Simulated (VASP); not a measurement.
Input of a VASP 6.6.1 run:

The input INCAR:

```
  ALGO = Normal
  EDIFF = 1E-7
  EDIFFG = -0.01
  ENCUT = 300
  GGA = PE
  IBRION = 2
  ISIF = 2
  ISMEAR = 0
  LASPH = T
  LCHARG = F
  LREAL = F
  LWAVE = F
  NELM = 80
  NSW = 40
  PREC = Accurate
  SIGMA = 0.03
```

Contents of KPOINTS:

```
k-points
0
Gamma
  4 4 4
```

POSCAR

```
SnSe                                    
1.0
    3.6298149428     -0.0000000000      0.0000000000
    0.0000000000      3.6298149428     -0.0000000000
    0.0000000000      0.0000000000      3.6298149428
  Sn              Se            
     1     1
Direct
     0.5000000000000000    0.5000000000000000    0.5000000000000000
     0.0000000000000000    0.0000000000000000    0.0000000000000000
```

Potentials or basis: VASP PAW PBE potentials, release 64 (Sn, Se).

Launch:

```sh
$ cat potpaw_PBE.64/Sn/POTCAR potpaw_PBE.64/Se/POTCAR > POTCAR
$ mpirun -np 1 vasp_std > vasp.out
```

Task: Predict the band gap on the k mesh.

Result: None (metal or under the smearing width).

Final structure:
```cif
data_structure
_symmetry_space_group_name_H-M 'P 1'
_symmetry_Int_Tables_number 1
_cell_length_a 3.6298
_cell_length_b 3.6298
_cell_length_c 3.6298
_cell_angle_alpha 90.000
_cell_angle_beta 90.000
_cell_angle_gamma 90.000
_cell_volume 47.82
loop_
_atom_site_label
_atom_site_type_symbol
_atom_site_fract_x
_atom_site_fract_y
_atom_site_fract_z
_atom_site_occupancy
Sn1 Sn 0.50000 0.50000 0.50000 1
Se1 Se 0.00000 0.00000 0.00000 1
```

Caveat: the k mesh is coarse (spacing up to 0.43 Å⁻¹), so the values aren't converged; the relaxation stopped at its first step, so nothing moved.
